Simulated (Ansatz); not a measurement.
A run of Ansatz 0.2.0 is set up as follows.

The input input.yaml:

```yaml
crystal:
  lattice:
    - [0.0, 2.96575, 2.96575]
    - [2.96575, 0.0, 2.96575]
    - [2.96575, 2.96575, 0.0]
  atoms:
    - { symbol: Pb, position: [0.0, 0.0, 0.0] }
    - { symbol: S, position: [0.5, 0.5, 0.5] }
hamiltonian:
  xc: pbe
  pseudopotentials: { kind: paw }
kpoints:
  mp_grid: { grid: [8, 8, 8] }
scf:
  occupations: { method: fixed }
output:
  eigenvalues: true
dielectric:
  method: response
```

Potentials or basis: Ansatz PAW.

Run with:

```sh
$ ansatz run input.yaml --threads 2 --pin off --max-ram 5120MiB --backend cpu --events-out ev --progress --plain --runs-dir out
```

Q: What does it give for the electronic dielectric tensor (diagonal)?

A: 17.18.

Q: Estimate the Born charges (mean of the diagonal).

A: Pb +4.42; S -4.42 e.

Q: Estimate the band gap on the k mesh.

A: 0.36 eV, direct.

Born effective charge tensors (e):
atom 1, Pb
```
4.42 0.00 0.00
0.00 4.42 0.00
0.00 0.00 4.42
```
atom 2, S
```
-4.42  0.00  0.00
 0.00 -4.42  0.00
 0.00  0.00 -4.42
```

Caveat: the gap is small at this level, which inflates the dielectric constant; spin-orbit coupling is left out, which as a rule narrows the gap of such compounds by several tenths of an eV.

**What was measured.**

From a printed reference work, monograph, for a bulk crystal of PbS at 300 K: high-frequency dielectric constant 17.2.

Measured high-frequency dielectric constant of PbS: 17.2 (300 K; a printed reference work, monograph). This calculation gives 17.18 (-0.1 %). That is within the rounding of the quoted value.
